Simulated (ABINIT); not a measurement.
Runs of ABINIT 10.8.3 (patched build) on MoS2. It takes space group P-3m1 (No. 164, trigonal). The conventional cell has a = 3.227 Å, b = 3.227 Å, c = 6.312 Å, α = 90.00°, β = 90.00°, γ = 120.00°. Mo (site symmetry -3m) is surrounded by 6 S at 2.42 Å. Around S (site symmetry 3m) lie 3 Mo at 2.42 Å. Measurements of this composition are mostly on another form, of space group No. 194.

| task | level | potentials or basis | k mesh | cutoff (eV) | fine-grid cutoff | mesh quality | gap on the mesh (eV) | pressure (GPa) | largest force (eV/Å) |
| --- | --- | --- | --- | --- | --- | --- | --- | --- | --- |
| band structure | rPW86PBE | JTH PAW PBE v2.0 | 9 × 9 × 4 | 544 | 1088.46 eV | not flagged | none | 6.7 | 0.74 |
| band structure | SOGGA | JTH PAW PBE v2.0 | 9 × 9 × 4 | 544 | 1088.46 eV | not flagged | none | -4.8 | 0.03 |
| band structure | revPBE | JTH PAW PBE v2.0 | 9 × 9 × 4 | 544 | 1088.46 eV | not flagged | none | 2.8 | 0.33 |
| single point | r2SCAN | JTH PAW PBE v2.0 | 4 × 4 × 2 | 653 | 1251.72 eV | coarse | none | (c) | 0.12 |
| single point | LDA | JTH PAW LDA v2.0 | 7 × 7 × 3 | 544 | 1088.46 eV | not flagged | none | (d) | 0.17 |
| band structure | HCTH407 | JTH PAW PBE v2.0 | 9 × 9 × 4 | 544 | 1088.46 eV | not flagged | none | -0.2 | 0.34 |
| single point | LDA | JTH PAW LDA v2.0 | 12 × 12 × 5 | 544 | 1088.46 eV | not flagged | none | (b) | 0.15 |
| band structure | BLYP | JTH PAW PBE v2.0 | 9 × 9 × 4 | 544 | 1088.46 eV | not flagged | none | 8.0 | (a) |

Alike in all rows: no spin polarisation; cell as given; smearing fermi-dirac 0.05 eV.

Question: Estimate the missing entries.

Answer: (a) 0.68; (b) -5.9; (c) 1.3; (d) -5.7.

Caveats: some runs use coarse meshes; the PAW data sets were made with another functional, which shifts forces and pressure a little (some runs); this functional lacks dispersion, which binds the layers, so the pressure and a relaxed spacing across them are unreliable (some runs).

A k mesh can miss the band edges, and the runs leave out spin-orbit coupling on Mo.

A gap of «none» marks a metal or a gap under the smearing width.

Runs at the PBE level aren't shown here.
